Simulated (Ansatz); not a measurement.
# Ti: stress in a strained cell

Aim: deform Ti (equal xy, yz and zx engineering shear strains of -2 %) and compute stress, forces and field gradients with LAPW, PAW and all-electron datasets made for the crystal.

Program: Ansatz 0.2.0. Level of theory: DFT PBE, scalar-relativistic. These are calculated values, not measurements.

## Step 1: The starting structure

It takes space group P6_3/mmc (No. 194, hexagonal). Conventional cell: a = 2.950 Å, b = 2.950 Å, c = 4.686 Å, α = 90.00°, β = 90.00°, γ = 120.00°. Ti (site symmetry -6m2) is surrounded by 12 Ti at 2.90 to 2.95 Å.

Structure file:

```
CELL_PARAMETERS angstrom
2.95000 0.00000 0.00000
-1.47500 2.55477 0.00000
0.00000 0.00000 4.68600
ATOMIC_POSITIONS crystal
Ti 0.33333 0.66667 0.25000
Ti 0.66667 0.33333 0.75000
```

Atoms are numbered in the order of the input: Ti1, Ti2.

## Step 2: The deformed structure

Space group P6_3/mmc before, P-1 after.

## Step 3: Full-potential LAPW

input.yaml reads:

```yaml
crystal:
  lattice:
    - [2.9499978604, -0.0294999786, -0.0294999786]
    - [-1.5005466611, 2.5695230775, -0.0107977416]
    - [-0.04686, -0.04686, 4.686]
  atoms:
    - { symbol: Ti, position: [0.3333333333, 0.6666666667, 0.25] }
    - { symbol: Ti, position: [0.6666666667, 0.3333333333, 0.75] }
kpoints:
  mp_grid: { grid: [14, 14, 8] }
scf:
  occupations: { method: fermi_dirac, width: 0.05 }
hamiltonian:
  xc: pbe
  pseudopotentials: { kind: all_electron, lapw: { basis_error: 0.00025 } }
output:
  forces: true
  stress: true
  eigenvalues: true
```

The log of the run, shortened:

```text
LAPW: plane waves up to 8.292 Å⁻¹, error target 2.5e-4 eV per atom; small_component_spin mean_spin; Ti in spheres of 1.425 Å, 12 of its electrons in bands, Dirac shells []
[...]
Pseudopotentials: kind: all_electron
Pseudopotential: Ti, LAPW, valence charge 12, Koelling and Harmon's equation, gaussian nucleus
Functional definition: PBE
[...]
Crystal: 2 atoms, lattice volume = 35.306 Å³
Basis set: ecut = 261.9501509641668 eV, 319 PW (Γ), exchange–correlation at level 2
Bands: 16, of which v1, the nominal top of the filled ones, is band 12 counted from 1 (11 counted from 0)
Symmetry: 2 space group operations
Space group: P-1 (ITA 2), of the structure as read, at distance tolerance 3.3e-5 Å
k-points: 788 of 1568
[...]
SCF iter   1: F=—  HF=-46467.030769 eV  |F-HF|=—  |Δ(HF+E_count)|=         —  Δρ=2.69e-2  dr2=1.91e-1  ethr=7.90e-4  ⟨swp⟩=2.6  Hψ=89327  notcnv=0
[...]
the basis was enlarged: its passes take 605.0 KiB over the memory plan, 1 of 1 planned eigensolver slots
[...]
SCF iter   7: F=-46466.661061 eV  HF=-46466.661061 eV  |F-HF|=5.70e-8  |Δ(HF+E_count)|=   1.96e-7  Δρ=6.36e-6  dr2=5.19e-8  ethr=2.38e-9  ⟨swp⟩=3.0  Hψ=42770  notcnv=0
[...]
SCF converged after 7 iterations
Free energy (F): -46466.661061 eV
[...]
E sigma→0 (E₀):  -46466.652493 eV
Entropy (-TS):   -0.017135 eV (-8.567 meV/atom)
Fermi energy:    13.530308 eV
[...]
--- Forces (eV/Å), atoms counted from 1 ---
  atom   1  Ti     0.05370634     0.00100986     0.00634531
  atom   2  Ti    -0.05370634    -0.00100986    -0.00634531
[...]
--- Stress (GPa, compression-positive) ---
       -1.477431       1.340911       0.897770
        1.340911      -1.468100       0.892373
        0.897770       0.892373      -1.884883
  P = ⅓ Tr σ = -1.6101 GPa (-16.101 kbar)
--- Band table (eV; the first three rows and the last of 788) ---
  k-point 0: bands = ["-43.3100", "-43.1816", "-19.8955", "-19.2920", "-19.2732", "-19.2246", "-19.1974", "-19.1755", "7.3854", "10.8890", "14.1829", "14.2294", "14.3807", "14.4297", "14.6819", "14.8889"]
[...]
```

Run time: 75 s. Hardware: 1 thread, shared host.

This run gives: pressure -1.61 GPa; no gap; largest force 0.054 eV/Å.

## Step 4: PAW with frozen cores

input.yaml, as its differences from that of step 3:

```diff
@@ -14,3 +14,3 @@
   xc: pbe
-  pseudopotentials: { kind: all_electron, lapw: { basis_error: 0.00025 } }
+  pseudopotentials: { kind: paw }
 output:
@@ -19 +19,2 @@
   eigenvalues: true
+  efg: { contact_densities: true }
```

The log of the run, shortened:

```text
[...]
Pseudopotentials: kind: paw
Pseudopotential: Ti, paw, valence charge 12, recommended cutoff 420 eV (normal)
[... 1 set-up line as earlier in the session ...]
[...]
Crystal: 2 atoms, lattice volume = 35.306 Å³
Basis set: ecut = 420 eV, 679 PW (Γ), exchange–correlation on 40×40×64 points (8 copies of the dense FFT grid, shifted against one another)
Bands: 16, of which v1, the nominal top of the filled ones, is band 12 counted from 1 (11 counted from 0)
[... 2 set-up lines as earlier in the session ...]
k-points: 788 of 1568
[...]
SCF iter   1: F=—  HF=-4999.333513 eV  |F-HF|=—  |Δ(HF+E_count)|=         —  Δρ=4.83e-3  dr2=3.91e-3  ethr=1.77e-3  ⟨swp⟩=4.0  Hψ=51636  notcnv=0
[...]
  atom   1  Ti     0.05364681     0.00102345     0.00691903
  atom   2  Ti    -0.05364681    -0.00102345    -0.00691903
[...]
--- Stress (GPa, compression-positive) ---
       -1.467086       1.338634       0.896116
        1.338634      -1.457763       0.890686
        0.896116       0.890685      -1.874722
  P = ⅓ Tr σ = -1.5999 GPa (-15.999 kbar)
--- PAW observables at the nuclei: V_zz in 10²¹ V/m², potentials from the cell's mean, atoms counted from 1 ---
  atom   1  Ti V_zz =    +1.840537   η = 0.0422   by run symmetry: allowed
            electrostatic potential = -2530.916962 V   contact ρ = 56791.422410 e/Å³
  atom   2  Ti V_zz =    +1.840537   η = 0.0422   by run symmetry: allowed
            electrostatic potential = -2530.916962 V   contact ρ = 56791.422410 e/Å³
--- Band table (eV; the first three rows and the last of 788) ---
  k-point 0: bands = ["-43.7146", "-43.5861", "-20.3007", "-19.6958", "-19.6769", "-19.6295", "-19.6011", "-19.5791", "6.9785", "10.4827", "13.7766", "13.8240", "13.9738", "14.0235", "14.2758", "14.4829"]
[...]
```

It took 13 s on 1 thread, shared host.

Read from it: pressure -1.60 GPa; no gap; largest force 0.054 eV/Å; Vzz Ti1 1.84 (η = 0.04) (10²¹ V/m²).

## Step 5: All-electron PAW on datasets made for the crystal

input.yaml, as its differences from that of step 4:

```diff
@@ -14,3 +14,3 @@
   xc: pbe
-  pseudopotentials: { kind: paw }
+  pseudopotentials: { kind: all_electron, datasets: crystal }
 output:
```

The log of the run, shortened:

```text
[...]
band count auto-derived: 13 (N_el = 8.0; filled up to band 4; 8 by the electrons, moments and atoms)
[...]
[... 1 set-up line as earlier in the session ...]
Pseudopotential: Ti, paw, valence charge 12, recommended cutoff 260 eV (normal), Koelling and Harmon's equation, gaussian nucleus
[... 1 set-up line as earlier in the session ...]
[...]
Crystal: 2 atoms, lattice volume = 35.306 Å³
Basis set: ecut = 260 eV, 317 PW (Γ), exchange–correlation on 32×32×50 points (8 copies of the dense FFT grid, shifted against one another)
Bands: 13, of which v1, the nominal top of the filled ones, is band 4 counted from 1 (3 counted from 0)
[... 2 set-up lines as earlier in the session ...]
k-points: 788 of 1568
[...]
SCF iter   1: F=—  HF=-46467.149089 eV  |F-HF|=—  |Δ(HF+E_count)|=         —  Δρ=6.19e-2  dr2=1.41e0  ethr=1.76e-2  ⟨swp⟩=2.0  Hψ=63827  notcnv=0
[...]
  atom   1  Ti     0.05372369     0.00101980     0.00694444
  atom   2  Ti    -0.05372369    -0.00101980    -0.00694444
[...]
--- Stress (GPa, compression-positive) ---
       -1.477244       1.340999       0.897886
        1.340999      -1.467926       0.892486
        0.897886       0.892486      -1.884219
  P = ⅓ Tr σ = -1.6098 GPa (-16.098 kbar)
  It holds what live shells' own plane waves past their cutoff add
--- PAW observables at the nuclei: V_zz in 10²¹ V/m², potentials from the cell's mean, atoms counted from 1 ---
  atom   1  Ti V_zz =    +1.812369   η = 0.0367   by run symmetry: allowed
            electrostatic potential = -2530.836347 V   contact ρ = 56838.819631 e/Å³
  atom   2  Ti V_zz =    +1.812369   η = 0.0367   by run symmetry: allowed
            electrostatic potential = -2530.836347 V   contact ρ = 56838.819631 e/Å³
--- Band table (eV; the first three rows and the last of 788) ---
  k-point 0: bands = ["7.3854", "10.8889", "14.1828", "14.2295", "14.3807", "14.4296", "14.6819", "14.8889", "15.1236", "15.1951", "16.6075"]
[...]
```

Wall time 40 s (1 thread, shared host).

In short: pressure -1.61 GPa; no gap; largest force 0.054 eV/Å; Vzz Ti1 1.81 (η = 0.04) (10²¹ V/m²).

## Step 6: Stress and forces compared

Stress (GPa, compression positive):

```tsv
method	xx	yy	zz	yz	xz	xy
LAPW	-1.48	-1.47	-1.88	0.89	0.90	1.34
PAW	-1.47	-1.46	-1.87	0.89	0.90	1.34
crystal datasets	-1.48	-1.47	-1.88	0.89	0.90	1.34
```

Forces (eV/Å):

```tsv
atom	LAPW x	LAPW y	LAPW z	PAW x	PAW y	PAW z	crystal datasets x	crystal datasets y	crystal datasets z
Ti1	0.054	0.001	0.006	0.054	0.001	0.007	0.054	0.001	0.007
Ti2	-0.054	-0.001	-0.006	-0.054	-0.001	-0.007	-0.054	-0.001	-0.007
```

| method | pressure (GPa) | largest force (eV/Å) | Vzz Ti1 (10²¹ V/m²) | SCF cycles, all passes | time |
| --- | --- | --- | --- | --- | --- |
| LAPW | -1.61 | 0.054 | – | 7 | 75 s |
| PAW | -1.60 | 0.054 | 1.84 | 6 | 13 s |
| crystal datasets | -1.61 | 0.054 | 1.81 | 9 | 40 s |

## Step 7: Outcome

```
                                 quantity                                              value
                                 pressure  LAPW -1.61, PAW -1.60, crystal datasets -1.61 GPa
largest shear or deviatoric stress (LAPW)                                           1.34 GPa
```

In words: The largest part of the stress beyond the pressure is 1.34 GPa in size, in the xy component; the atoms are carried along and not relaxed. No run of the undeformed cell stands beside it, so the pressure holds what the given cell had before the change. PAW: stress within 0.01 GPa of LAPW, forces within 1 meV/Å. Crystal datasets: stress within 0.01 GPa of LAPW, forces within 1 meV/Å.
